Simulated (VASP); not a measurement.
A run of VASP 6.6.1 is set up as follows.

POSCAR

```
NaH
1.0
    2.9551240000      0.0000000000      0.0000000000
    0.0000000000      2.9551240000      0.0000000000
    0.0000000000      0.0000000000      2.9551240000
Na H
1 1
Direct
    0.0000000000      0.0000000000      0.0000000000
    0.5000000000      0.5000000000      0.5000000000
```

INCAR.step1

```
PREC = Accurate
ENCUT = 450
EDIFF = 1E-8
ISMEAR = 0
SIGMA = 0.01
LREAL = False
LASPH = True
NELM = 100
ALGO = Normal
LWAVE = True
LCHARG = False
GGA = PE
```

INCAR.step2

```
PREC = Accurate
ENCUT = 450
EDIFF = 1E-8
ISMEAR = 0
SIGMA = 0.01
LREAL = False
LASPH = True
NELM = 1
ALGO = Exact
LWAVE = True
LCHARG = False
GGA = PE
NBANDS = 164
LOPTICS = True
ISTART = 1
```

INCAR.step3

```
PREC = Accurate
ENCUT = 450
EDIFF = 1E-8
ISMEAR = 0
SIGMA = 0.01
LREAL = False
LASPH = True
ALGO = EVGW
LWAVE = False
LCHARG = False
GGA = PE
NELMGW = 4
NBANDS = 164
ENCUTGW = 150
NOMEGA = 48
PRECFOCK = Fast
ISTART = 1
NBANDSGW = 13
```

File KPOINTS:

```
Automatic mesh
0
Gamma
  5 5 5
```

Potentials or basis: VASP PAW PBE potentials, release 64 (Na_sv_GW, H_GW).

Run with:

```bash
$ cat potpaw_PBE.64/Na_sv_GW/POTCAR potpaw_PBE.64/H_GW/POTCAR > POTCAR
$ cp INCAR.step1 INCAR
$ mpirun -np 1 vasp_std > vasp.out
$ cp INCAR.step2 INCAR
$ mpirun -np 1 vasp_std > vasp.out
$ cp INCAR.step3 INCAR
$ mpirun -np 1 vasp_std > vasp.out
```

**Question.** Estimate the quasiparticle gap.

**Answer.** 5.75 eV.

**Question.** What does it give for the least direct quasiparticle gap?

**Answer.** 9.26 eV.

**Question.** What does it give for the band gap on the k mesh, mean-field level?

**Answer.** 2.47 eV, indirect (least direct gap 5.57 eV).

Quasiparticle gap after each update of the energies (eV): 4.70, 5.45, 5.68, 5.75

Caveat: the k mesh is coarse (spacing up to 0.43 Å⁻¹), so the values aren't converged; bands, screening cutoff and mesh are small and nothing is extrapolated, so the quasiparticle values aren't converged; an odd mesh through Γ misses points on the zone boundary, where band edges often lie.
